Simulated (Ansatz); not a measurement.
What does this script print? It uses Ansatz 0.2.0 through its Python package.

`gw.py`:
```python
# -*- coding: utf-8 -*-
"""One-shot GW for SnSe."""

from dataclasses import dataclass
import logging
import sys
import warnings

import ansatz as az
import numpy as np

logging.basicConfig(stream=sys.stdout, format="%(name)s: %(message)s")
log = logging.getLogger("ansatz_job")
log.setLevel(logging.INFO)


@dataclass(frozen=True)
class Options:
    xc: str = "pbesol"
    filling: str = "fixed"


settings = Options()


def main():
    warnings.simplefilter("ignore", az.DeckWarning)

    vectors = np.array([
        [0.0, 3.01, 3.01],
        [3.01, 0.0, 3.01],
        [3.01, 3.01, 0.0],
    ])
    structure = (
        az.Lattice.of(vectors)
        .atom("Sn", (0.0, 0.0, 0.0))
        .atom("Se", (0.5, 0.5, 0.5))
    )

    calc = (
        structure.calculation()
        .functional(settings.xc)
        .pseudopotentials("paw")
        .kpoints(4)
        .occupations(settings.filling)
        .gw(empty_bands=80, screening_cutoff=80, quasiparticle_bands=("v2", "c2"))
    )
    events = []
    result = calc.session().plan().execute(on_event=events.append, runs_dir="gw_run")
    gw = next(e["data"] for e in events if e["event"] == "gw_qp")
    top = gw["frontier_bands"]["highest_filled_band"]
    for qp in gw["qp"]:
        if qp["ik"] == 0:
            print("band", qp["band"], "shift", round(qp["e_qp_ev"] - qp["eps_ks_ev"], 3), "eV, Z =", round(qp["z"], 3))
    for key, label in (("eps_ks_ev", "Kohn-Sham"), ("e_qp_ev", "G0W0")):
        filled = max(qp[key] for qp in gw["qp"] if qp["band"] <= top)
        empty = min(qp[key] for qp in gw["qp"] if qp["band"] > top)
        log.info(f"{label} gap on the mesh: {empty - filled:.3f} eV")
    print("static dielectric eigenvalues (RPA, this mesh):", [round(e, 3) for e in gw["screening"][0]["eps_tensor_eigenvalues"]])


if __name__ == "__main__":
    main()
```

```console
$ python gw.py
RunWarning: The pass of gw summed this state as an insulator, by the gap at the k-points of its mesh. Between them the highest filled and the lowest empty band overlap, or are closer than 0.001 eV or than the solver resolves: band 15 at 9.0293 eV, k = (0.0475, 0.0573, -0.4824), and band 16 at 9.0277 eV, k = (-0.0602, -0.0290, 0.4691) (bands counted from 1, k in fractional coordinates). If the crystal is a metal, the result lacks its carriers' screening and any gap read off it is false. On a [...]
band 14 shift -0.163 eV, Z = 0.765
band 15 shift -0.163 eV, Z = 0.765
band 16 shift 0.324 eV, Z = 0.768
band 17 shift 0.324 eV, Z = 0.768
ansatz_job: Kohn-Sham gap on the mesh: 0.628 eV
ansatz_job: G0W0 gap on the mesh: 0.837 eV
static dielectric eigenvalues (RPA, this mesh): [24.398, 24.398, 24.398]
```
(Warnings from the package without file and line, shortened.)

Caveats:
- Energy and stress may still move on a finer k-point mesh.
- The starting cell is as deposited in a crystallographic database; the results hold for this polymorph, which needn't be the stable one.
- Mesh, empty bands and screening cutoff are small, so the quasiparticle gap isn't converged, and it is read on the mesh points alone. Spin-orbit coupling is left out, which matters for heavy elements.
- The script silences the warnings on its input, which a real study should read.
- Timing: 19 s on 1 thread of Intel(R) Xeon(R) Processor @ 2.30GHz, on a shared host, peak memory 0.53 GiB.
